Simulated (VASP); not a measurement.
The system is BaTiO3.

```xyz
5
Lattice="3.9998 0.0000 0.0000 0.0000 3.9998 0.0000 0.0000 0.0000 4.0180" Properties=species:S:1:pos:R:3 pbc="T T T"
Ba    0.0000    0.0000    0.0000
Ti    1.9999    1.9999    1.9688
O     0.0000    1.9999    2.0773
O     1.9999    0.0000    2.0773
O     1.9999    1.9999    0.0763
```

* Program: VASP 6.6.1
* Task: relaxation of cell and atoms
* Functional: revPBE
* Dispersion: D4
* Potentials or basis: VASP PAW PBE potentials, release 64 (Ba_sv, Ti_sv, O)
* Cutoff: 600 eV
* k mesh: 7 × 7 × 7
* Occupations: fermi-dirac, width 0.05 eV
* Spin: no spin polarisation

At the start: pressure 1.7 GPa; volume 12.86 Å³/atom.

**Question.** Where does the relaxation end?

**Answer.** Over 23 steps the energy falls by 6.3 meV/atom and the volume is 13.26 Å³/atom (+3.1 %); space group P4mm (No. 99, to 0.05 Å).

The path:
| step | energy change (eV) | largest force (eV/Å) | pressure (GPa) | volume (Å³) |
| --- | --- | --- | --- | --- |
| 1 | 0.0000 | 0.3165 | 1.74 | 64.28 |
| 2 | -0.0097 | 0.3010 | -1.16 | 65.59 |
| 3 | -0.0098 | 0.3013 | -0.92 | 65.47 |
| 4 | -0.0188 | 0.1558 | -0.26 | 65.48 |
| 5 | -0.0205 | 0.1152 | 0.22 | 65.49 |
| 6 | -0.0255 | 0.1049 | 0.21 | 65.67 |
| 7 | -0.0282 | 0.1445 | 0.27 | 65.91 |
| 8 | -0.0282 | 0.1514 | 0.29 | 65.95 |
| 9 | -0.0300 | 0.1027 | -0.47 | 66.34 |
| 10 | -0.0301 | 0.0931 | -0.60 | 66.42 |
| 11 | -0.0312 | 0.0484 | -0.20 | 66.30 |
| 12 | -0.0313 | 0.0690 | -0.02 | 66.26 |
| 13 | -0.0316 | 0.0108 | 0.02 | 66.22 |
| 14 | -0.0315 | 0.0237 | 0.04 | 66.20 |
| 15 | -0.0316 | 0.0147 | 0.04 | 66.21 |
| 16 | -0.0316 | 0.0140 | 0.05 | 66.21 |
| 17 | -0.0316 | 0.0110 | 0.04 | 66.22 |
| 18 | -0.0316 | 0.0115 | 0.03 | 66.22 |
| 19 | -0.0316 | 0.0125 | 0.03 | 66.21 |
| 20 | -0.0316 | 0.0112 | 0.02 | 66.23 |
| 21 | -0.0316 | 0.0152 | -0.02 | 66.29 |
| 22 | -0.0316 | 0.0104 | -0.05 | 66.29 |
| 23 | -0.0316 | 0.0080 | -0.04 | 66.29 |

Final structure:
```yaml
crystal:
  lattice:
    - [3.98455, 0.00000, 0.00000]
    - [0.00000, 3.98455, 0.00000]
    - [0.00000, 0.00000, 4.17544]
  atoms:
    - { symbol: Ba, position: [0.00000, 0.00000, 0.99236] }
    - { symbol: Ti, position: [0.50000, 0.50000, 0.47406] }
    - { symbol: O, position: [0.00000, 0.50000, 0.51908] }
    - { symbol: O, position: [0.50000, 0.00000, 0.51908] }
    - { symbol: O, position: [0.50000, 0.50000, 0.03842] }
```

Caveat: the PAW data sets were made with another functional, which shifts forces and pressure a little.
